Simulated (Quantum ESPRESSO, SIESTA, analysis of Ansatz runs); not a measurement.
# CaO (Fm-3m):V_Ca, a ladder of methods on one cell (SIESTA and Quantum ESPRESSO), part 2 of 6

We place the charge-transition levels of V_Ca in CaO (Fm-3m) with atom-centred orbitals, then repeat the energies at other levels of method to see what holds. Model: a cell of 54 host atoms with 1 Ca taken out.

SIESTA and Quantum ESPRESSO ; SIESTA numerical-orbital DFT, PBEsol, DZP basis, PseudoDojo 0.4.1 potentials converted to PSML; charged supercells in a uniform background, point-charge correction with alignment at far sites.

So far. Step 2 (Band edges): The gap at this level is 3.39 eV.

## (3) Relaxing each charge state

Level of this step: SIESTA numerical-orbital DFT, PBEsol, DZP basis, PseudoDojo 0.4.1 potentials converted to PSML; relaxation of all atoms of a defect supercell (SIESTA).

Each state starts from the atoms near the defect displaced at random, so that no symmetry of the ideal site is imposed. An odd electron count needs spin polarisation, and the total moment is held fixed to keep the state apart from its neighbours in spin. Basis functions without a nucleus stand at the vacant site, for electrons that may collect there. Charge 0 is shown in full.

File defect.fdf:

```
SystemName                      Ca26O27
SystemLabel                     defect
NumberOfSpecies                 3
NumberOfAtoms                   54
%block ChemicalSpeciesLabel
  1   20 Ca
  2    8 O
  3  -20 Ca_ghost
%endblock ChemicalSpeciesLabel
LatticeConstant                 1.0 Ang
%block LatticeVectors
     0.000621000     7.341180000     7.341180000
     7.341180000     0.000621000     7.341180000
     7.341180000     7.341180000     0.000621000
%endblock LatticeVectors
AtomicCoordinatesFormat         Fractional
%block AtomicCoordinatesAndAtomicSpecies
     0.000000000     0.000000000     0.000000000  1
     0.166666701     0.166666701     0.166666701  2
     0.000000000     0.000000000     0.333333333  1
     0.166666701     0.166666701     0.500000034  2
     0.000000000     0.000000000     0.666666667  1
     0.166666701     0.166666701     0.833333367  2
     0.000000000     0.333333333     0.000000000  1
     0.172427619     0.499242221     0.164405558  2
    -0.000338323     0.336718108     0.327925352  1
     0.166666701     0.500000034     0.500000034  2
     0.000000000     0.333333333     0.666666667  1
     0.166666701     0.500000034     0.833333367  2
     0.005765381     0.663914856    -0.002228949  1
     0.166666701     0.833333367     0.166666701  2
    -0.001928161     0.671839934     0.334017839  1
     0.166035624     0.828429220     0.504588025  2
     0.000000000     0.666666667     0.666666667  1
     0.166666701     0.833333367     0.833333367  2
     0.333333333     0.000000000     0.000000000  1
     0.496907040     0.169381032     0.170689160  2
     0.329418215     0.002458823     0.337522640  1
     0.500000034     0.166666701     0.500000034  2
     0.333333333     0.000000000     0.666666667  1
     0.500000034     0.166666701     0.833333367  2
     0.333333333     0.333333333     0.000000000  1
     0.503065859     0.497160785     0.170355034  2
     0.333333333     0.333333333     0.333333333  1
     0.501451389     0.497568605     0.504842802  2
     0.333333333     0.333333333     0.666666667  1
     0.502673183     0.503742047     0.828597775  2
     0.333333333     0.666666667     0.000000000  1
     0.504834982     0.829835622     0.163774329  2
     0.332673095     0.663336303     0.331661511  1
     0.494401766     0.834316004     0.500997603  2
     0.333198936     0.665041048     0.672139165  1
     0.500000034     0.833333367     0.833333367  2
     0.667829644    -0.005277901     0.004145652  1
     0.833333367     0.166666701     0.166666701  2
     0.663313068     0.001945969     0.337933849  1
     0.828540323     0.166169374     0.500503520  2
     0.666666667     0.000000000     0.666666667  1
     0.833333367     0.166666701     0.833333367  2
     0.666666667     0.333333333     0.000000000  1
     0.832098175     0.496358822     0.165965491  2
     0.663773305     0.329510050     0.337342788  1
     0.827439059     0.502063147     0.502084086  2
     0.665831509     0.334634142     0.671118387  1
     0.833333367     0.500000034     0.833333367  2
     0.668462064     0.671324921    -0.002659529  1
     0.834754213     0.828429703     0.171078887  2
     0.829061945     0.831425835     0.504736016  2
     0.666045524     0.661361850     0.670022391  1
     0.834738523     0.837667864     0.832602875  2
     0.666666667     0.666666667     0.333333333  3
%endblock AtomicCoordinatesAndAtomicSpecies
%block kgrid.MonkhorstPack
    1   0   0  0.25
    0   1   0  0.25
    0   0   1  0.25
%endblock kgrid.MonkhorstPack
XC.Functional                   GGA
XC.Authors                      PBEsol
PAO.BasisSize                   DZP
PAO.EnergyShift                 0.005 Ry
Mesh.Cutoff                     300 Ry
Spin                            polarized
%block DM.InitSpin
    28   0.400
    32   0.400
    44   0.400
    46   0.400
    50   0.400
%endblock DM.InitSpin
Spin.Fix                        true
Spin.Total                      2.0
OccupationFunction              FD
ElectronicTemperature           0.01 eV
MaxSCFIterations                150
SCF.MustConverge                true
SCF.Mixer.Method                Pulay
SCF.Mixer.Weight                0.1
SCF.Mixer.History               10
SCF.DM.Tolerance                3.0e-4
SCF.H.Tolerance                 3.0e-3 eV
WriteForces                     true
Charge.Mulliken                 end
SaveRho                         true
SaveElectrostaticPotential      true
Charge.Hirshfeld                end
Charge.Voronoi                  end
MD.TypeOfRun                    Broyden
MD.Steps                        90
MD.MaxForceTol                  0.04 eV/Ang
MD.MaxDispl                     0.15 Ang
WriteCoorStep                   true
AtomCoorFormatOut               Fractional
%block Geometry.Constraints
  atom [54]
%endblock Geometry.Constraints
```

On the command line:

```sh
OMP_NUM_THREADS=1 siesta defect.fdf > defect.out
```

Log:

```text
Version         : 5.4.2

                           ***********************
                           *  WELCOME TO SIESTA  *
                           ***********************

[...]
reinit: Reading from file defect.fdf

reinit: -----------------------------------------------------------------------
reinit: System Name: Ca26O27
reinit: -----------------------------------------------------------------------
reinit: System Label: defect
reinit: -----------------------------------------------------------------------

[...]
initatom: Reading input for the pseudopotentials and atomic orbitals ----------
Species number:   1 Atomic number:   20 Label: Ca
Species number:   2 Atomic number:    8 Label: O
Species number:   3 Atomic number:  -20 Label: Ca_ghost (floating PAOs)

[... pseudopotential checks and orbital generation ...]

prinput: Basis input

PAO.BasisType split

%block ChemicalSpeciesLabel
    1   20 Ca                      # Species index, atomic number, species label
    2    8 O                       # Species index, atomic number, species label
    3  -20 Ca_ghost                # Species index, atomic number, species label
%endblock ChemicalSpeciesLabel

%block PAO.Basis                 # Define Basis set
# WARNING: This information might be incomplete!
Ca                    4                    # Species label, number of l-shells
 n=3   0   1                         # n, l, Nzeta
   3.400
   1.000
 n=4   0   2                         # n, l, Nzeta
   9.113      6.702
   1.000      1.000
 n=3   1   1                         # n, l, Nzeta
   3.897
   1.000
 n=4   1   1                         # n, l, Nzeta
   9.113
   1.000
O                     2                    # Species label, number of l-shells
 n=2   0   2                         # n, l, Nzeta
   3.812      2.360
   1.000      1.000
 n=2   1   2 P   1                   # n, l, Nzeta, Polarization, NzetaPol
   4.715      2.899
   1.000      1.000
Ca_ghost              4                    # Species label, number of l-shells
 n=3   0   1                         # n, l, Nzeta
   3.400
   1.000
 n=4   0   2                         # n, l, Nzeta
   9.113      6.702
   1.000      1.000
 n=3   1   1                         # n, l, Nzeta
   3.897
   1.000
 n=4   1   1                         # n, l, Nzeta
   9.113
   1.000
%endblock PAO.Basis

prinput: ----------------------------------------------------------------------

coor:   Atomic-coordinates input format  =     Fractional

[...]
siesta: System type = bulk

initatomlists: Number of atoms, orbitals, and projectors:     54   594   819

[... echo of the settings ...]

siesta: k-grid: Number of k-points = 1
siesta: k-points from Monkhorst-Pack grid
siesta: k-cutoff (effective) =     5.191 Ang
siesta: k-point supercell and displacements
siesta: k-grid:     1     0     0      0.250
siesta: k-grid:     0     1     0      0.250
siesta: k-grid:     0     0     1      0.250

diag: Algorithm                                     = D&C
diag: Absolute tolerance                            =  0.100E-15
diag: Orthogonalization factor                      =  0.100E-05

superc: Internal auxiliary supercell:     3 x     3 x     3  =      27
superc: Number of atoms, orbitals, and projectors:   1458  16038  22113

siesta: Constraint (1): pos
  [ 54 ]

                     ====================================
                        Begin Broyden opt. move =      0
                     ====================================

[...]
superc: Internal auxiliary supercell:     3 x     3 x     3  =      27
superc: Number of atoms, orbitals, and projectors:   1458  16038  22113

outcell: Unit cell vectors (Ang):
        0.000621    7.341180    7.341180
        7.341180    0.000621    7.341180
        7.341180    7.341180    0.000621

outcell: Cell vector modules (Ang)   :   10.381996   10.381996   10.381996
outcell: Cell angles (23,13,12) (deg):     59.9944     59.9944     59.9944
outcell: Cell volume (Ang**3)        :    791.1749
[...]
Initializing Density Matrix...

[...]
DM filled with atomic data (user-defined):

InitMesh: MESH = 90 x 90 x 90 = 729000
InitMesh: Mesh cutoff (required, used) =   300.000   311.516 Ry

[...]
iscf     Eharris(eV)        E_KS(eV)     FreeEng(eV)     dDmax     Ef_up Ef_dn(eV) dHmax(eV)
   scf:    1   -39075.714498   -39415.952504   -39415.962180  0.654378-10.680971-10.650819 14.070988
[...]
scf:    2   -39473.836685   -39449.400933   -39449.401514  0.702388 -9.704514 -9.985087 12.913770
[...]
scf:    3   -39479.289320   -39473.769314   -39473.769318  0.866002 -9.002757 -9.064924 11.568597
[...]
scf:    4   -39492.513470   -39487.912860   -39487.914335  0.347687 -8.318449 -8.220324  8.281676
[...]
scf:    5   -39487.254734   -39488.239064   -39488.249816  0.404791 -8.274999 -8.224107  6.614479
[...]
scf:    6   -39489.439128   -39489.003879   -39489.015200  0.188765 -8.288752 -8.228916  6.142074
[...]
scf:    7   -39449.073272   -39478.134014   -39478.146432  1.131841 -7.774261 -8.099248 22.272773
[...]
scf:    8   -39484.102683   -39481.388423   -39481.397449  0.166084 -7.883453 -8.166801 18.914772
[...]
scf:    9   -39490.738879   -39487.217041   -39487.219808  0.375161 -8.084187 -8.177139 10.248598
[...]
scf:    7   -39491.644924   -39491.644920   -39491.648778  0.007966 -8.259128 -8.406422  0.016496
[...]
scf:    8   -39491.644940   -39491.644939   -39491.648796  0.001171 -8.260901 -8.406453  0.005917
[...]
scf:    9   -39491.644931   -39491.644941   -39491.648800  0.001023 -8.260669 -8.406470  0.009267
[...]
scf:   10   -39491.644952   -39491.644949   -39491.648810  0.000654 -8.260334 -8.406510  0.002718
[...]
scf:   11   -39491.644958   -39491.644954   -39491.648811  0.000132 -8.260272 -8.406568  0.001859
     spin moment: {S} , |S| = {        0.0        0.0    2.00000 }     2.00000

SCF Convergence by DM+H criterion
[...]
SCF cycle converged after 11 iterations

[...]
siesta: E_KS(eV) =           -39491.6450

siesta: Atomic forces (eV/Ang):
     1    0.002838   -0.000865    0.013817
     2   -0.003047    0.001089   -0.004653
     3   -0.001013    0.003393    0.019378
     4    0.001505    0.030420    0.003115
     5    0.004451    0.013231   -0.001827
     6    0.004266    0.008236    0.000263
     7    0.009868   -0.006432    0.004962
     8   -0.007338    0.010873   -0.003435
     9    0.002217    0.033469    0.000130
    10    0.001764    0.010084   -0.010292
[...]
50   -0.001318   -0.018127    0.006603
    51   -0.004192    0.010303    0.016969
    52    0.006890    0.016504    0.003729
    53   -0.013441   -0.025660   -0.001192
    54   -0.000759   -0.001098    0.001015
   Tot   -0.015344   -0.005671    0.004233
   Max    0.033469
   Res    0.009942    sqrt( Sum f_i^2 / 3N )
   Max    0.033469    constrained

Stress tensor Voigt[x,y,z,yz,xz,xy] (kbar):       -6.73       -6.39       -6.51       -0.02        0.01       -0.02
[...]
outcoor: Relaxed atomic coordinates (fractional):
    0.00228080    0.00197600   -0.00142627   1       1  Ca
    0.16638060    0.16648234    0.16652275   2       2  O
   -0.00054622   -0.00046138    0.33439278   1       3  Ca
    0.16573157    0.16707216    0.50088204   2       4  O
   -0.00044526   -0.00012353    0.66694053   1       5  Ca
    0.16634259    0.16639873    0.83384125   2       6  O
    0.00235678    0.33014284   -0.00215130   1       7  Ca
    0.16610614    0.50015149    0.16724600   2       8  O
   -0.00603919    0.33903495    0.33335698   1       9  Ca
    0.16648053    0.49927216    0.50113066   2      10  O
    0.00193548    0.33118982    0.66952504   1      11  Ca
    0.16681772    0.49885717    0.83390509   2      12  O
   -0.00475000    0.66627609    0.00550068   1      13  Ca
    0.16671384    0.83372256    0.16668844   2      14  O
   -0.00483677    0.66642812    0.33397106   1      15  Ca
    0.16692694    0.83282479    0.50042595   2      16  O
   -0.00028594    0.66681032    0.66715873   1      17  Ca
    0.16660983    0.83379662    0.83386182   2      18  O
    0.33083080    0.00184345   -0.00174889   1      19  Ca
    0.49997161    0.16555874    0.16792086   2      20  O
[...]
0.66640440    0.33296876    0.00092516   1      43  Ca
[...]
0.66662038    0.33771785    0.33417089   1      45  Ca
    0.84468032    0.48807703    0.51237847   2      46  O
    0.66648234    0.33786598    0.66267986   1      47  Ca
    0.83394354    0.49912287    0.83355818   2      48  O
    0.66712584    0.66645779    0.00513756   1      49  Ca
    0.84542581    0.84453071    0.15590079   2      50  O
    0.83249513    0.83298790    0.50086151   2      51  O
    0.66595762    0.66653604    0.66237769   1      52  Ca
    0.83338984    0.83287560    0.83469445   2      53  O
    0.66666667    0.66666667    0.33333333   3      54  Ca_ghost

[...]
siesta: Final energy (eV):
siesta:  Band Struct. =   -9783.786460
siesta:       Kinetic =   17442.780050
siesta:       Hartree =    8050.214218
[...]
siesta:         Exch. =   -7601.359199
siesta:         Corr. =    -600.244973
[...]
siesta:   Exch.-corr. =   -8201.604171
siesta:  Ion-electron =  -34977.957700
siesta:       Ion-ion =  -21805.077351
[...]
siesta:         Total =  -39491.644954
siesta:      Fermi_up =      -8.260272
siesta:      Fermi_dn =      -8.406568

siesta: Stress tensor (static) (eV/Ang**3):
siesta:    -0.004198   -0.000013    0.000004
siesta:    -0.000012   -0.003990   -0.000010
siesta:     0.000004   -0.000010   -0.004064

siesta: Cell volume =        791.174906 Ang**3

siesta: Pressure (static):
siesta:                Solid            Molecule  Units
siesta:           0.00004448          0.00004622  Ry/Bohr**3
siesta:           0.00408388          0.00424337  eV/Ang**3
siesta:           6.54310305          6.79863287  kBar

[...]
mulliken: Qtot =      212.000

[...]
mulliken: Qtot =      210.000

Mulliken Atomic Populations:
Atom #   charge [q] valence [e]      Sz [e]  Species
     1     1.208947    8.791053   -0.008686  Ca
     2    -1.147545    7.147545    0.057335  O
     3     1.181350    8.818650   -0.001561  Ca
     4    -1.147030    7.147030    0.058206  O
     5     1.171850    8.828150   -0.000989  Ca
     6    -1.203520    7.203520    0.053553  O
     7     1.209774    8.790226   -0.008783  Ca
     8    -1.188182    7.188182    0.012932  O
     9     1.184224    8.815776   -0.008409  Ca
    10    -1.154197    7.154197    0.047266  O
    11     1.208946    8.791054   -0.008739  Ca
    12    -1.147125    7.147125    0.058467  O
    13     1.184622    8.815378   -0.008353  Ca
    14    -1.154246    7.154246    0.047667  O
    15     1.183978    8.816022   -0.008531  Ca
    16    -1.188491    7.188491    0.012699  O
    17     1.181152    8.818848   -0.001553  Ca
    18    -1.147593    7.147593    0.057753  O
    19     1.209210    8.790790   -0.008742  Ca
    20    -1.188283    7.188283    0.012898  O
[...]
43     1.181722    8.818278   -0.001532  Ca
[...]
45     1.183477    8.816523   -0.008536  Ca
    46    -1.071880    7.071880    0.232354  O
    47     1.184507    8.815493   -0.008411  Ca
    48    -1.153871    7.153871    0.048115  O
    49     1.183891    8.816109   -0.008503  Ca
    50    -1.073770    7.073770    0.230299  O
    51    -1.185628    7.185628    0.018908  O
    52     1.183454    8.816546   -0.008591  Ca
    53    -1.188783    7.188783    0.012759  O
    54    10.061331   -0.061331   -0.019258  Ca_ghost
 Total    10.000000                2.000000

[...]
Job completed
```

It took 29 min on 1 MPI rank of Arm Neoverse V2, shared host; peak memory 0.83 GiB.

The steps and moves of this run count from the displaced start.

The steps of the relaxation:

| step | energy less that of the first step (eV) | largest force (eV/Å) |
| --- | --- | --- |
| 0 | 0.0000 | 1.6350 |
| 1 | -0.5329 | 1.3448 |
| 2 | -1.2670 | 0.6069 |
| 3 | -1.3921 | 0.2349 |
| 4 | -1.4166 | 0.0994 |
| 5 | -1.4200 | 0.0816 |
| 6 | -1.4243 | 0.0335 |

The atoms that moved most (Å):

| atom | dx | dy | dz | length |
| --- | --- | --- | --- | --- |
| O46 | -0.027 | 0.202 | 0.024 | 0.205 |
| O50 | 0.007 | -0.033 | 0.197 | 0.199 |
| O32 | 0.049 | -0.185 | -0.013 | 0.192 |
| O28 | -0.015 | -0.038 | -0.174 | 0.179 |
| O34 | 0.170 | 0.032 | 0.026 | 0.175 |
| O44 | -0.150 | 0.014 | 0.035 | 0.154 |
| Ca33 | 0.040 | 0.061 | 0.064 | 0.097 |
| Ca13 | 0.074 | -0.020 | -0.060 | 0.097 |

The atoms nearest to the centre after the run:

| atom | distance (Å) |
| --- | --- |
| O32 | 2.618 |
| O50 | 2.618 |
| O46 | 2.621 |
| O44 | 2.629 |
| O28 | 2.629 |
| O34 | 2.632 |
| Ca37 | 3.392 |
| Ca9 | 3.399 |
| Ca33 | 3.405 |
| Ca49 | 3.406 |
| Ca13 | 3.407 |
| Ca39 | 3.408 |
| Ca21 | 3.411 |
| Ca45 | 3.411 |
| Ca35 | 3.412 |
| Ca52 | 3.412 |

Energies on the run's own zero. States near gap, by row:

| spin | k | band | energy (eV) | filled by count |
| --- | --- | --- | --- | --- |
| up | 0 | 208 | -8.801 | 1 |
| up | 0 | 209 | -8.8 | 1 |
| up | 0 | 210 | -8.749 | 1 |
| up | 0 | 211 | -8.558 | 1 |
| up | 0 | 212 | -8.558 | 1 |
| up | 0 | 213 | -4.574 | 0 |
| up | 0 | 214 | -2.732 | 0 |
| up | 0 | 215 | -2.043 | 0 |
| up | 0 | 216 | -1.949 | 0 |
| down | 0 | 206 | -8.658 | 1 |
| down | 0 | 207 | -8.657 | 1 |
| down | 0 | 208 | -8.593 | 1 |
| down | 0 | 209 | -8.447 | 1 |
| down | 0 | 210 | -8.445 | 1 |
| down | 0 | 211 | -8.368 | 0 |
| down | 0 | 212 | -8.367 | 0 |
| down | 0 | 213 | -4.557 | 0 |
| down | 0 | 214 | -2.709 | 0 |

(Continued in part 3 of 6.)

[Logs are printed without paths, hosts, clocks, repeated set-up lines and the standing remarks that a program may print on its own settings, such as how far it seeks lower states.]

[Hosts, paths, dates, database ids (printed as entryN), source tags and the programs' standing remarks are cut or masked in the printed files.]

[For some hosts the program warned that the k-mesh of the response run may be too coarse for force constants and the static dielectric constant; such warnings are not shown here.]

[Charge tables in the logs are Mulliken or Hirshfeld populations, whose sizes and signs can differ; where basis functions stand at a vacancy, SIESTA counts their charge against the missing atom's valence.]

[In relaxation paths of CP2K, step 0 can be the structure after the first move, since the trajectory file begins there, and the last row can be the final structure solved once more.]
